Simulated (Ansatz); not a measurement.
Working through a comparison of enthalpies under pressure of two structures of TiB2

Program: the Python package of Ansatz (0.2.0).

The cells in order, each with its output:

**Cell 1**
```python
import warnings

import ansatz as az
import numpy as np

SETTINGS = {
    "functional": "pbe",
    "tolerance": 1e-07,
    "kspacing": 0.3,
    "filling": "cold",
    "smearing_width": 0.05,
}
```

**Cell 2**
```python
def fluorite(first, second, a):
    return (
        az.Lattice.fcc(a)
        .space_group(225)
        .atom(first, [0, 0, 0])
        .atom(second, [0.25, 0.25, 0.25])
        .primitive()
    )
```

**Cell 3**
```python
def cdi2(A, B, a):
    return (
        az.Lattice.from_parameters(a, a, 1.6 * a, alpha=90, beta=90, gamma=120)
        .space_group(164)
        .atom(A, [0, 0, 0])
        .atom(B, [1 / 3, 2 / 3, 0.25])
    )
```

**Cell 4**
```python
def compute(name, crystal, pressure=0.0):
    calc = (
        crystal.calculation()
        .functional(SETTINGS["functional"])
        .basis(16 * az.Ha, density_ratio=4)
        .accuracy("medium")
        .scf(tolerance=SETTINGS["tolerance"], lower_state_search="off", algorithm="density_mixing")
        .kpoints(spacing=SETTINGS["kspacing"])
        .occupations(SETTINGS["filling"], width=SETTINGS["smearing_width"])
    )
    calc = calc.relax(force_tolerance=0.03, max_steps=60, cell=True, pressure=pressure)
    return calc.run(threads=1)
```

**Cell 5**
```python
def volume_per_atom(outcome):
    return abs(np.linalg.det(outcome.lattice.cell_ang)) / len(outcome.lattice.sites)

warnings.simplefilter("ignore", az.DeckWarning)
```

**Cell 6**
```python
phases = {}
phases["fluorite"] = fluorite("Ti", "B", 4.76)
phases["CdI2"] = cdi2("Ti", "B", 2.82)
```

**Cell 7**
```python
# enthalpy per atom at each pressure
pressures = [0, 5, 10, 20]
enthalpy, volume = {name: [] for name in phases}, {name: [] for name in phases}
for p in pressures:
    for name, crystal in phases.items():
        o = compute(name, crystal, pressure=p)
        volume[name].append(volume_per_atom(o))
        enthalpy[name].append(o.report["energy_sigma0_ev"] / len(o.lattice.sites) + p * volume[name][-1] / 160.21766)
gap = np.array(enthalpy["CdI2"]) - np.array(enthalpy["fluorite"])
rows = [(p, va, vb, 1000 * d) for p, va, vb, d in zip(pressures, volume["fluorite"], volume["CdI2"], gap)]
print("   P (GPa)  V fluorite (A^3/atom)  V CdI2 (A^3/atom)  H(CdI2) - H(fluorite) (meV/atom)")
for row in rows:
    print(f"{row[0]:10d}  {row[1]:21.3f}  {row[2]:17.3f}  {row[3]:+32.1f}")
crossings = [p0 - g0 * (p1 - p0) / (g1 - g0) for p0, p1, g0, g1 in zip(pressures, pressures[1:], gap, gap[1:]) if g0 * g1 < 0]
print("crossing near", [round(float(p), 1) for p in crossings], "GPa") if crossings else print("no crossing in this range")
```
Output:
```text
   P (GPa)  V fluorite (A^3/atom)  V CdI2 (A^3/atom)  H(CdI2) - H(fluorite) (meV/atom)
         0                 11.024              8.556                           -1718.6
         5                 10.679              8.392                           -1792.7
        10                 10.380              8.243                           -1861.6
        20                  9.886              7.979                           -1987.4
no crossing in this range
```

What to keep in mind:
- These settings explore the input space; cutoff and mesh may be short of convergence.
- At a fixed pressure a relaxation lowers the enthalpy F + PV, while F alone can rise.
- For the metals among these phases the mesh is modest: differences between phases can be off by up to 40 meV an atom.
- The program warned that this SCF threshold is loose for forces or stresses.
- Only these two structures are compared, at zero temperature and with their symmetry kept; either may be hypothetical, and another phase may be lower than both. Differences under about 40 meV an atom lie within the error of mesh and functional.
- The cells are prototypes set up for this calculation and needn't exist.
- The script silences the warnings on its input, which a real study should read.
- Run time: 78 s on 1 thread of Arm Neoverse V2, on a shared host, peak memory 0.4 GiB.

(Lines on the test bed's own set-up are left out of the output.)
